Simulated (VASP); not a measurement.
# TiN (Fm-3m) in VASP: relaxation of cell and atoms with r2SCAN

Aim: the relaxation of cell and atoms of TiN with r2SCAN.

All numbers are computed with VASP 6.6.1; they aren't measurements. Logs are shortened: lines on timing, memory, paths and dates and some standing lists are left out, and cuts for length are marked.

## (1) The structure

Symmetry: Fm-3m, No. 225, cubic system. Conventional cell: a = 4.238 Å, b = 4.238 Å, c = 4.238 Å, α = 90.00°, β = 90.00°, γ = 90.00°. Around Ti (site symmetry m-3m) lie 6 N at 2.12 Å. N (site symmetry m-3m) has 6 Ti at 2.12 Å as nearest neighbours.

## (2) Relaxation of cell and atoms, r2SCAN

INCAR reads:

```
SYSTEM = TiN
PREC = Accurate
ENCUT = 600
EDIFF = 1E-7
ISMEAR = 0
SIGMA = 0.02
LREAL = .False.
LASPH = .True.
NELM = 80
ALGO = Normal
ISIF = 3
LWAVE = .False.
LCHARG = .False.
METAGGA = R2SCAN
LMIXTAU = .True.
IBRION = 2
NSW = 80
EDIFFG = -0.004
```

KPOINTS reads:

```
Automatic mesh
0
Gamma
  12 12 12
  0 0 0
```

POSCAR reads:

```
TiN
1.0
    0.0000000000      2.1190000000      2.1190000000
    2.1190000000      0.0000000000      2.1190000000
    2.1190000000      2.1190000000      0.0000000000
Ti N
1 1
Direct
    0.0000000000      0.0000000000      0.0000000000
    0.5000000000      0.5000000000      0.5000000000
```

Potentials or basis: VASP PAW PBE potentials, release 64 (Ti_sv, N).

The run is started by

```
cat potpaw_PBE.64/Ti_sv/POTCAR potpaw_PBE.64/N/POTCAR > POTCAR
mpirun -np 1 vasp_std > vasp.out
```

OUTCAR:

```text
SYSTEM = TiN
   PREC = Accurate
   ENCUT = 600
   EDIFF = 1E-7
   ISMEAR = 0
   LREAL = .False.
   LASPH = .True.
   NELM = 80
   ISIF = 3
   METAGGA = R2SCAN
   IBRION = 2
   NSW = 80
   EDIFFG = -0.004

 ion  position               nearest neighbor table
   1  0.000  0.000  0.000-   2 2.12   2 2.12   2 2.12   2 2.12   2 2.12   2 2.12
   2  0.500  0.500  0.500-   1 2.12   1 2.12   1 2.12   1 2.12   1 2.12   1 2.12

  LATTYP: Found a face centered cubic cell.
 ALAT       =     4.2380000000

  Lattice vectors:

 A1 = (   0.0000000000,   2.1190000000,   2.1190000000)
 A2 = (   2.1190000000,   0.0000000000,   2.1190000000)
 A3 = (   2.1190000000,   2.1190000000,   0.0000000000)

Analysis of symmetry for initial positions (statically):
=====================================================================
 Subroutine PRICEL returns:
 Original cell was already a primitive cell.

 Routine SETGRP: Setting up the symmetry group for a
 face centered cubic supercell.

 Subroutine GETGRP returns: Found 48 space group operations
 (whereof 48 operations were pure point group operations)
 out of a pool of 48 trial point group operations.

The static configuration has the point symmetry O_h .

Analysis of symmetry for dynamics (positions and initial velocities):
=====================================================================
 Subroutine PRICEL returns:
 Original cell was already a primitive cell.

 Routine SETGRP: Setting up the symmetry group for a
 face centered cubic supercell.

 Subroutine GETGRP returns: Found 48 space group operations
 (whereof 48 operations were pure point group operations)
 out of a pool of 48 trial point group operations.

The dynamic configuration has the point symmetry O_h .

 Subroutine INISYM returns: Found 48 space group operations
 (whereof 48 operations are pure point group operations),
 and found     1 'primitive' translations

----------------------------------------------------------------------------------------

                                     Primitive cell

  volume of cell :      19.0293

  direct lattice vectors                    reciprocal lattice vectors
     0.000000000  2.119000000  2.119000000    -0.235960359  0.235960359  0.235960359
     2.119000000  0.000000000  2.119000000     0.235960359 -0.235960359  0.235960359
     2.119000000  2.119000000  0.000000000     0.235960359  0.235960359 -0.235960359

  length of vectors
     2.996718539  2.996718539  2.996718539     0.408695330  0.408695330  0.408695330

  position of ions in fractional coordinates (direct lattice)
     0.000000000  0.000000000  0.000000000
     0.500000000  0.500000000  0.500000000

  ion indices of the primitive-cell ions
   primitive index   ion index
                 1           1
                 2           2

----------------------------------------------------------------------------------------

 KPOINTS: Automatic mesh

Automatic generation of k-mesh.
 Grid dimensions read from file:
 generate k-points for:   12   12   12

 Generating k-lattice:

  Cartesian coordinates                     Fractional coordinates (reciprocal lattice)
    -0.019663363  0.019663363  0.019663363     0.083333333  0.000000000  0.000000000
     0.019663363 -0.019663363  0.019663363     0.000000000  0.083333333  0.000000000
     0.019663363  0.019663363 -0.019663363     0.000000000  0.000000000  0.083333333

  Length of vectors
     0.034057944  0.034057944  0.034057944

  Shift w.r.t. Gamma in fractional coordinates (k-lattice)
     0.000000000  0.000000000  0.000000000

 Subroutine IBZKPT returns following result:
 ===========================================

 Found     72 irreducible k-points:

 Following reciprocal coordinates:
            Coordinates               Weight
  0.000000  0.000000  0.000000      1.000000
  0.083333  0.000000  0.000000      8.000000
  0.166667  0.000000  0.000000      8.000000
  0.250000  0.000000  0.000000      8.000000
  0.333333  0.000000  0.000000      8.000000
  0.416667  0.000000  0.000000      8.000000
[... 16 lines left out ...]
  0.500000  0.166667  0.000000     24.000000
 -0.416667  0.166667  0.000000     24.000000
 [... further k-points ...]
   k-points           NKPTS =     72   k-points in BZ     NKDIM =     72   number of bands    NBANDS=     12
   number of dos      NEDOS =    301   number of ions     NIONS =      2
   total plane-waves  NPLWV =  13824
   dimension x,y,z NGX =    24 NGY =   24 NGZ =   24
   dimension x,y,z NGXF=    48 NGYF=   48 NGZF=   48
   ions per type =               1   1
   NGX,Y,Z   is equivalent  to a cutoff of  13.31, 13.31, 13.31 a.u.
   NGXF,Y,Z  is equivalent  to a cutoff of  26.63, 26.63, 26.63 a.u.
 SYSTEM =  TiN
   PREC   = accura    normal or accurate (medium, high low for compatibility)
   ISTART =      0    job   : 0-new  1-cont  2-samecut
   ICHARG =      2    charge: 1-file 2-atom 10-const
   ISPIN  =      1    spin polarized calculation?
   LNONCOLLINEAR =      F non collinear calculations
   LSORBIT =      F    spin-orbit coupling
   LASPH  =      T    aspherical Exc in radial PAW
   ENCUT  =  600.0 eV  44.10 Ry    6.64 a.u.   5.99  5.99  5.99*2*pi/ulx,y,z
   NELM   =     80;   NELMIN=  2; NELMDL= -5     # of ELM steps
   EDIFF  = 0.1E-06   stopping-criterion for ELM
   LREAL  =      F    real-space projection
   EDIFFG = -.4E-02   stopping-criterion for IOM
   NSW    =     80    number of steps for IOM
   IBRION =      2    ionic relax: 0-MD 1-quasi-New 2-CG
   NFREE  =      1    steps in history (QN), initial steepest desc. (CG)
   ISIF   =      3    stress and relaxation
   ISYM   =      2    0-nonsym 1-usesym 2-fastsym
   POTIM  = 0.5000    time-step for ionic-motion
   TEBEG  =    0.0;   TEEND  =   0.0 temperature during run
   PSTRESS=    0.0 pullay stress
   NELECT =      17.0000    total number of electrons
   NUPDOWN=      -1.0000    fix difference up-down
   EMIN   =  10.00;   EMAX   =-10.00  energy-range for DOS
   EFERMI =   0.00;   METHOD = LEGACY
   ISMEAR =     0;   SIGMA  =   0.02  broadening in eV -4-tet -1-fermi 0-gaus
   EFERMI_NEDOS =   21; number of points for ismear=-14 and -15
   IALGO  =     38    algorithm
   IMIX   =      4    mixing-type and parameters
     AMIX     =   0.40;   BMIX     =  1.00
     AMIX_MAG =   1.60;   BMIX_MAG =  1.00
  volume/ion in A,a.u.               =       9.51        64.21
  Fermi-wavevector in a.u.,A,eV,Ry     =   1.576704  2.979539 33.824024  2.485996
  Thomas-Fermi vector in A             =   2.677497
   LORBIT       =      0    0 simple, 1 ext, 2 COOP (PROOUT), +10 PAW based schemes
   METAGGA = R2SCAN    functional components
   LHFCALC =     F    Hartree Fock is set to
   AEXX    =    0.0000 exact exchange contribution
   IVDW    =     0    specifies the selected vdW correction
   LEPSILON=     F    determine dielectric tensor
   LRPA    =     F    only Hartree local field effects (RPA)
 conjugate gradient relaxation of ions
 non-spin polarized calculation
 Gauss-broadening in eV      SIGMA  =   0.02
  energy-cutoff  :      600.00
  volume of cell :       19.03
 maximum number of plane-waves:       650
   NGX = 11   NGY = 11   NGZ = 11

--------------------------------------- Ionic step        1  -------------------------------------------

 number of electron      17.0000002 magnetization

 Free energy of the ion-electron system (eV)
  ---------------------------------------------------
  ext. energy  EPLUGINS =         0.00000000
  ---------------------------------------------------
  free energy    TOTEN  =       -26.01563827 eV

  energy without entropy =      -26.01517786  energy(sigma->0) =      -26.01540807

------------------------ aborting loop because EDIFF is reached ----------------------------------------

  FORCE on cell =-STRESS in cart. coord.  units (eV):
  Direction    XX          YY          ZZ          XY          YZ          ZX
  --------------------------------------------------------------------------------------
  -------------------------------------------------------------------------------------
  Total        0.0528425      0.0528425      0.0528425      0.0000000      0.0000000      0.0000000
  in kB        4.4490886      4.4490886      4.4490886      0.0000000      0.0000000      0.0000000
  external PRESSURE =       4.4490886 kB  Pullay stress =       0.0000000 kB

 VOLUME and BASIS-vectors are now :
 -----------------------------------------------------------------------------
  energy-cutoff  :      600.00
  volume of cell :       19.03
      direct lattice vectors                 reciprocal lattice vectors
     0.000000000  2.119000000  2.119000000    -0.235960359  0.235960359  0.235960359
     2.119000000  0.000000000  2.119000000     0.235960359 -0.235960359  0.235960359
     2.119000000  2.119000000  0.000000000     0.235960359  0.235960359 -0.235960359
[... 37 lines left out ...]
 POSITION                                       TOTAL-FORCE (eV/Angst)
 -----------------------------------------------------------------------------------
      0.00000      0.00000      0.00000         0.000000      0.000000     -0.000000
      2.12170      2.12170      2.12170        -0.000000      0.000000      0.000000
 -----------------------------------------------------------------------------------
    total drift:                                0.000000     -0.000000     -0.000000

  FREE ENERGIE OF THE ION-ELECTRON SYSTEM (eV)
  ---------------------------------------------------
  free  energy   TOTEN  =       -26.0155852124 eV

  energy  without entropy=      -26.0151224283  energy(sigma->0) =      -26.01535382

--------------------------------------- Ionic step        3  -------------------------------------------

 number of electron      17.0000002 magnetization

 Free energy of the ion-electron system (eV)
  ---------------------------------------------------
  ext. energy  EPLUGINS =         0.00000000
  ---------------------------------------------------
  free energy    TOTEN  =       -26.01567811 eV

  energy without entropy =      -26.01521674  energy(sigma->0) =      -26.01544742

 E-fermi :  11.6164     XC(G=0): -13.8845

 val. band max:       11.6108056429   @ k =   0.5000   0.2500   0.0833
 cond. band min:      11.6247003039   @ k =   0.1667   0.0000   0.0000
 fundamental gap:      0.0138946610
 Fermi energy:        11.6164164169

 k-point     1 :       0.0000    0.0000    0.0000
  band No.  band energies     occupation
      1     -48.7052      2.00000
      2     -23.6417      2.00000
      3     -23.6417      2.00000
      4     -23.6417      2.00000
      5      -6.5981      2.00000
      6       9.2839      2.00000
      7       9.2839      2.00000
      8       9.2839      2.00000
      9      11.0455      2.00000
     10      11.0455      2.00000
     11      11.0455      2.00000
     12      12.2471      0.00000

 k-point     2 :       0.0833    0.0000    0.0000
  band No.  band energies     occupation
      1     -48.6987      2.00000
      2     -23.6883      2.00000
      3     -23.6454      2.00000
      4     -23.6453      2.00000
      5      -6.4625      2.00000
      6       8.5711      2.00000
      7       8.7527      2.00000
      8       8.7527      2.00000
      9      11.2315      2.00000
     10      11.2315      2.00000
     11      11.3832      2.00000
     12      12.8271      0.00000
[... 316 lines left out ...]
 k-point    24 :      -0.4167    0.1667    0.0000
  band No.  band energies     occupation
      1     -48.5970      2.00000
      2     -24.2312      2.00000
      3     -23.8097      2.00000
      4     -23.7188      2.00000
      5      -4.3661      2.00000
      6       3.7536      2.00000
      7       5.8138      2.00000
      8       5.9570      2.00000
      9      12.9709      0.00000
     10      13.2934      0.00000
     11      13.8337      0.00000
     12      16.2720      0.00000

 [... further k-points ...]

------------------------ aborting loop because EDIFF is reached ----------------------------------------

  FORCE on cell =-STRESS in cart. coord.  units (eV):
  Direction    XX          YY          ZZ          XY          YZ          ZX
  --------------------------------------------------------------------------------------
  -------------------------------------------------------------------------------------
  Total       -0.0004548     -0.0004548     -0.0004548      0.0000000     -0.0000000      0.0000000
  in kB       -0.0382350     -0.0382350     -0.0382350      0.0000000     -0.0000000      0.0000000
  external PRESSURE =      -0.0382350 kB  Pullay stress =       0.0000000 kB

 VOLUME and BASIS-vectors are now :
 -----------------------------------------------------------------------------
  energy-cutoff  :      600.00
  volume of cell :       19.06
      direct lattice vectors                 reciprocal lattice vectors
    -0.000000000  2.120062945  2.120062945    -0.235842054  0.235842054  0.235842054
     2.120062945  0.000000000  2.120062945     0.235842054 -0.235842054  0.235842054
     2.120062945  2.120062945 -0.000000000     0.235842054  0.235842054 -0.235842054

 POSITION                                       TOTAL-FORCE (eV/Angst)
 -----------------------------------------------------------------------------------
      0.00000      0.00000      0.00000        -0.000000      0.000000     -0.000000
      2.12006      2.12006      2.12006         0.000000      0.000000      0.000000
 -----------------------------------------------------------------------------------
    total drift:                                0.000000     -0.000000     -0.000000

  FREE ENERGIE OF THE ION-ELECTRON SYSTEM (eV)
  ---------------------------------------------------
  free  energy   TOTEN  =       -26.0156781084 eV

  energy  without entropy=      -26.0152167389  energy(sigma->0) =      -26.01544742

 reached required accuracy - stopping structural energy minimisation
```

Wall time 2.4 min (1 thread of AMD EPYC 9R45 (Zen 5), shared host); peak memory 0.13 GiB.

What came out:

| Quantity | Value |
| --- | --- |
| Free energy | -26.0157 eV |
| Relaxed volume | 9.53 Å³/atom |
| Relaxed cell | a = 2.998 Å, b = 2.998 Å, c = 2.998 Å, α = 60.00°, β = 60.00°, γ = 60.00° |
| Space group after relaxing (to 0.05 Å) | Fm-3m (No. 225) |
| Energy gained by relaxing | 0.0 meV/atom |
| Ionic steps | 3 |
| Pressure after relaxing | 0.0 GPa |
| Band gap on the k mesh | none (metal or under the smearing width) |

Final structure:
```yaml
crystal:
  lattice:
    - [0.00000, 2.12006, 2.12006]
    - [2.12006, 0.00000, 2.12006]
    - [2.12006, 2.12006, 0.00000]
  atoms:
    - { symbol: Ti, position: [0.00000, 0.00000, 0.00000] }
    - { symbol: N, position: [0.50000, 0.50000, 0.50000] }
```

Caveat: the PAW data sets were made with another functional, which shifts forces and pressure a little.
